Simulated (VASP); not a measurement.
Set up this calculation in VASP 6.6.1, as the native input.

```
Task                   : band structure
Functional             : PBE
Potentials or basis    : VASP PAW PBE potentials, release 64 (Pb_d, S)
Cutoff                 : 520 eV
k mesh                 : 10 × 10 × 10
Occupations            : gaussian, width 0.02 eV
Spin                   : no spin polarisation
Further INCAR settings : ALGO = Fast; EDIFF = 1e-07; NBANDS = 17
```

Crystal: PbS.

```
Pb S
1.0
     0.00000    2.97341    2.97341
     2.97341    0.00000    2.97341
     2.97341    2.97341    0.00000
Pb S
1 1
Direct
  0.00000 0.00000 0.00000
  0.50000 0.50000 0.50000
```

The cell was built by a generator and needn't be a form met in nature.

The input as run:

POSCAR

```
PbS                                     
1.0
    0.0000000000      2.9734091263      2.9734091263
    2.9734091263      0.0000000000      2.9734091263
    2.9734091263      2.9734091263      0.0000000000
  Pb              S             
     1     1
Direct
     0.0000000000000000    0.0000000000000000    0.0000000000000000
     0.5000000000000000    0.5000000000000000    0.5000000000000000
```

INCAR.step1

```
SYSTEM = PbS
PREC = Accurate ; ENCUT = 520
EDIFF = 1E-7 ; ISMEAR = 0
SIGMA = 0.02 ; LREAL = .False.
LASPH = .True. ; NELM = 80
ALGO = Fast ; ISIF = 2
LWAVE = .False. ; LCHARG = .True.
GGA = PE ; NBANDS = 17
KPAR = 4
```

KPOINTS.step1

```
Automatic mesh
0
Gamma
  10 10 10
  0 0 0
```

INCAR.step2

```
SYSTEM = PbS
PREC = Accurate ; ENCUT = 520
EDIFF = 1E-7 ; ISMEAR = 0
SIGMA = 0.05 ; LREAL = .False.
LASPH = .True. ; NELM = 80
ALGO = Fast ; ISIF = 2
LWAVE = .False. ; LCHARG = .False.
GGA = PE ; NBANDS = 17
ICHARG = 11 ; KPAR = 4
```

KPOINTS.step2

```
path GXWKGLUWLK,UX
15
line-mode
reciprocal
 0.0000000000  0.0000000000  0.0000000000  G
 0.5000000000  0.0000000000  0.5000000000  X

 0.5000000000  0.0000000000  0.5000000000  X
 0.5000000000  0.2500000000  0.7500000000  W

 0.5000000000  0.2500000000  0.7500000000  W
 0.3750000000  0.3750000000  0.7500000000  K

 0.3750000000  0.3750000000  0.7500000000  K
 0.0000000000  0.0000000000  0.0000000000  G

 0.0000000000  0.0000000000  0.0000000000  G
 0.5000000000  0.5000000000  0.5000000000  L

 0.5000000000  0.5000000000  0.5000000000  L
 0.6250000000  0.2500000000  0.6250000000  U

 0.6250000000  0.2500000000  0.6250000000  U
 0.5000000000  0.2500000000  0.7500000000  W

 0.5000000000  0.2500000000  0.7500000000  W
 0.5000000000  0.5000000000  0.5000000000  L

 0.5000000000  0.5000000000  0.5000000000  L
 0.3750000000  0.3750000000  0.7500000000  K

 0.6250000000  0.2500000000  0.6250000000  U
 0.5000000000  0.0000000000  0.5000000000  X
```

Potentials or basis: VASP PAW PBE potentials, release 64 (Pb_d, S).

Command:

```console
$ cat potpaw_PBE.64/Pb_d/POTCAR potpaw_PBE.64/S/POTCAR > POTCAR
$ cp INCAR.step1 INCAR
$ cp KPOINTS.step1 KPOINTS
$ mpirun -np 4 vasp_std > vasp.out
$ cp INCAR.step2 INCAR
$ cp KPOINTS.step2 KPOINTS
$ mpirun -np 4 vasp_std > vasp.out
```

It gave:

```
Band gap on the k mesh  : 0.39 eV, direct
Band gap along the path : 0.39 eV, direct
```

Caveat: the log is that of the step along the path at fixed density, whose energy, stress, charges and moments have no meaning; spin-orbit coupling is left out, which as a rule narrows the gap of such compounds by several tenths of an eV.

Wall time 19 s on 4 MPI ranks on Intel(R) Xeon(R) 6975P-C (Granite Rapids), on a shared host, peak memory 0.24 GiB a rank.
